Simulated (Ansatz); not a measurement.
# In: the cost of one run

Program: Ansatz 0.2.0. Level of theory: DFT r2SCAN, scalar-relativistic, plane waves, PAW. These are calculated values, not measurements.

## (1) The starting structure

It takes space group Cmce (No. 64, orthorhombic). Conventional cell: a = 6.288 Å, b = 4.156 Å, c = 8.476 Å, α = 90.00°, β = 90.00°, γ = 90.00°. In (site symmetry m) is surrounded by 1 In at 2.34 Å.

Structure file:

```cif
data_structure
_symmetry_space_group_name_H-M 'Cmce'
_symmetry_Int_Tables_number 64
_cell_length_a 6.2880
_cell_length_b 4.1559
_cell_length_c 8.4765
_cell_angle_alpha 90.000
_cell_angle_beta 90.000
_cell_angle_gamma 90.000
_cell_volume 221.51
loop_
_atom_site_label
_atom_site_type_symbol
_atom_site_symmetry_multiplicity
_atom_site_Wyckoff_symbol
_atom_site_fract_x
_atom_site_fract_y
_atom_site_fract_z
_atom_site_occupancy
In1 In 8 f 0.50000 0.65000 0.11700 1
```

(A quick probe on a coarse mesh, which set the mesh and smearing, is not shown.)

## (3) Rough relaxation on the coarse mesh

input.yaml reads:

```yaml
crystal:
  lattice:
    - [3.1440151445, -2.0779534966, 0.0]
    - [3.1440151445, 2.0779534966, 0.0]
    - [0.0, 0.0, 8.476490176]
  atoms:
    - { symbol: In, position: [0.85, 0.15, 0.117] }
    - { symbol: In, position: [0.65, 0.35, 0.617] }
    - { symbol: In, position: [0.15, 0.85, 0.883] }
    - { symbol: In, position: [0.35, 0.65, 0.383] }
basis:
  ecutwfc: 500
kpoints:
  mp_grid: { grid: [6, 6, 2] }
hamiltonian:
  xc: r2scan
scf:
  occupations: { method: gaussian, width: 0.1 }
  lower_state_search: "off"
output:
  forces: true
  stress: true
  eigenvalues: true
relax:
  adjacent_minimum: "off"
  f_tol: 0.04
  max_steps: 70
  cell: { stress_tol: 0.4 }
```

**Question.** How long does this run take on 1 thread of an x86-64 CPU, shared host, and how much memory does it need?

About 2.2 min, with a peak of 0.73 GiB.
